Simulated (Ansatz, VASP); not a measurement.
# Two plane-wave programs on MgS

The input INCAR:

```
  ALGO = Fast
  EDIFF = 1E-7
  ENCUT = 520
  GGA = PE
  ISIF = 2
  ISMEAR = 0
  LASPH = T
  LCHARG = T
  LELF = T
  LREAL = F
  LVHAR = T
  LWAVE = F
  NBANDS = 11
  NELM = 100
  PREC = Accurate
  SIGMA = 0.05
```

The input KPOINTS:

```
k-points
0
Gamma
  8 8 8
```

File POSCAR:

```
MgS
1.0
    0.0000000000      2.6016500000      2.6016500000
    2.6016500000      0.0000000000      2.6016500000
    2.6016500000      2.6016500000      0.0000000000
Mg S
1 1
Direct
    0.0000000000     -0.0864835777      0.0000000000
    0.5000000000      0.5000000000      0.5000000000
```

Input for Ansatz:

```yaml
crystal:
  lattice:
    - [0.0, 2.60165, 2.60165]
    - [2.60165, 0.0, 2.60165]
    - [2.60165, 2.60165, 0.0]
  atoms:
    - { symbol: Mg, position: [0.0, -0.0864835777, 0.0] }
    - { symbol: S, position: [0.5, 0.5, 0.5] }
basis:
  ecutwfc: 420
kpoints:
  mp_grid: { grid: [8, 8, 8] }
hamiltonian:
  xc: pbe
scf:
  occupations: { method: gaussian, width: 0.05 }
output:
  forces: true
  stress: true
  eigenvalues: true
```

Alike in both runs: task single point; functional PBE; k mesh 8 × 8 × 8; occupations gaussian, width 0.05 eV; no spin polarisation.

```csv
,VASP,Ansatz
version,VASP 6.6.1,Ansatz 0.2.0
potentials or method,"VASP PAW PBE potentials, release 64 (Mg, S)","scalar-relativistic, plane waves, PAW"
plane-wave cutoff (eV),520,420
valence electrons in the cell,8,16
```

```csv
,VASP,Ansatz,Ansatz less VASP
gap on the k mesh at the Fermi level (eV),2.80,2.82,+0.015
least direct gap on the mesh (eV),3.69,3.70,+0.013
pressure (GPa),4.3,4.5,+0.27
largest component of the traceless stress (GPa),4.13,4.12,-0.012
rms of the force components (eV/Å),0.591,0.591,-0.0004
```

Atom by atom the forces differ by 0.000 eV/Å (rms over components). The two sets of potentials don't hold the same shells in valence.

Caveats: forces of over 1 eV/Å show positions far from the minimum, so gaps and moduli don't describe the material at rest. A k mesh can miss the band edges.
